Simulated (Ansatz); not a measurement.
# Se (simple hexagonal type): the cost of one run

Method: DFT PBE, with the methods named in each step, in Ansatz 0.2.0.

## Step 1: Starting point

The structure is hexagonal, space group P6/mmm (No. 191). The conventional cell has a = 2.994 Å, b = 2.994 Å, c = 2.814 Å, α = 90.00°, β = 90.00°, γ = 120.00°. Se (site symmetry 6/mmm) has 8 Se at 2.81 to 2.99 Å as nearest neighbours.

As a file:

```
Se
1.0
     2.99363    0.00000    0.00000
    -1.49681    2.59256    0.00000
     0.00000    0.00000    2.81401
Se
1
Direct
  0.00000 0.00000 0.00000
```

Whether this phase is the stable one at these pressures isn't tested.

## Step 2: Cell relaxed at zero pressure, PAW

Input file input.yaml:

```yaml
crystal:
  lattice:
    - [2.9936294983, 0.0, 0.0]
    - [-1.4968147491, 2.592559195, 0.0]
    - [0.0, 0.0, 2.8140117284]
  atoms:
    - { symbol: Se, position: [0.0, 0.0, 0.0] }
kpoints:
  mp_grid: { grid: [16, 16, 15] }
scf:
  occupations: { method: fermi_dirac, width: 0.1 }
hamiltonian:
  xc: pbe
  pseudopotentials: { kind: paw }
output:
  forces: true
  stress: true
relax:
  f_tol: 0.005
  max_steps: 40
  cell: {}
```

On the command line:

```bash
$ ansatz run input.yaml --threads 1 --pin off --max-ram 2048MiB --backend cpu --events-out ev --progress --plain --runs-dir out
```

What time and memory should one allow on 1 thread of Intel Xeon Platinum 8488C (Sapphire Rapids), shared host?

About 17 s, with a peak of 0.41 GiB.
